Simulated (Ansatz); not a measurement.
**Re at 11 GPa (stress–strain coefficients): relaxed-ion elastic tensor**

Computed with DFT PBE, scalar-relativistic, plane waves, PAW (Ansatz 0.2.0). Plane waves to 420 eV; Γ-centred k mesh 18×18×6; Fermi-Dirac smearing of 0.15 eV. No spin polarisation.

The cell, relaxed at 11 GPa:
```xyz
4
Lattice="2.7520 0.0000 0.0000 -1.3760 2.3833 0.0000 0.0000 0.0000 8.8661" Properties=species:S:1:pos:R:3 pbc="T T T"
Re    0.0000    0.0000    0.0000
Re    0.0000    1.5889    2.2165
Re    0.0000    0.0000    4.4330
Re    1.3760    0.7944    6.6496
```

In a metal, frequencies and elastic constants depend on the k mesh and the smearing, soft modes and shear constants most. Spin–orbit coupling is left out, which can shift energies with elements as heavy as these.

(1) Give the relaxed-ion elastic constants (GPa, Voigt order xx yy zz yz xz xy, on the axes of the cell above).

(2) Is the crystal stable against homogeneous strain?

(3) And the moduli of a polycrystal (Hill averages)?

## Answers

(1)
```
686.7 299.6 244.7   0.0   0.0   0.0
299.6 686.7 244.7   0.0   0.0   0.0
244.7 244.7 745.7   0.0   0.0   0.0
  0.0   0.0   0.0 185.0   0.0   0.0
  0.0   0.0   0.0   0.0 185.0   0.0
  0.0   0.0   0.0   0.0   0.0 193.6
```

(2) Yes: the least eigenvalue of the tensor is 185.0 GPa.

(3) B = 411 GPa, G = 200 GPa, E = 517 GPa, ν = 0.29.